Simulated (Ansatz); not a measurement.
**CdI2**

Level of theory: DFT, r²SCAN, scalar-relativistic, no spin polarisation; plane waves to 500 eV with PAW datasets (Ansatz 0.2.0), Γ-centred 6×6×4 mesh; PAW files: Ansatz's generated set soft_2.

```
Cd I
1.0
     4.28856    0.00000    0.00000
    -2.14428    3.71400    0.00000
     0.00000    0.00000    7.17706
Cd I
1 2
Cartesian
  0.0000 0.0000 0.0000
  0.0000 2.4760 1.7142
  2.1443 1.2380 5.4628
```

The chain of runs began from a cell as deposited in COD, expanded in volume.

Problem. What is the high-frequency dielectric tensor ε∞ (density-functional perturbation theory, local fields included)?

Solution. 
```
4.86 0.00 0.00
0.00 4.86 0.00
0.00 0.00 3.82
```

Problem. Give the Born effective charges (a third of the trace, site by site).

Solution. Cd 2.48; I -1.24 e.

Problem. List the optical modes at the zone centre without the LO–TO term, with degeneracy and infrared intensity.

Solution. 
```
ω (cm⁻¹)  degeneracy  IR intensity ((D/Å)²/u)
      52           2                     0.00
      81           2                     5.15
     107           1                     0.00
     133           1                     0.71
```

Problem. Where do the optical modes lie for q → 0 along (0.00, 0.00, 1.00), with the long-range field?

Solution. 52 (×2), 81 (×2), 107, 146 cm⁻¹.

Problem. Where do the optical modes lie for q → 0 along (0.00, 1.00, 0.00), with the long-range field?

Solution. 52 (×2), 81, 107, 128, 133 cm⁻¹.

The principal values of ε∞, 3.82, 4.86, give refractive indices of 1.96, 2.20 below the gap, so the crystal is birefringent.

The mean Born charge of Cd is 2.48 against a formal +2. It exceeds the formal charge because moving the ion changes its mixing with the anions' p states, and electrons flow along the bond.

Semilocal functionals make the gap too small and so ε∞ somewhat too large. For elements this heavy, spin–orbit coupling would shift levels and gaps; it isn't included here. The program warned that the mesh may be too coarse for the response to a field. The structure is built of weakly bound layers, and this functional has no dispersion term, so their spacing and all that hangs on it (volume, the soft elastic constants, low modes, dielectric constants) are poorly given.
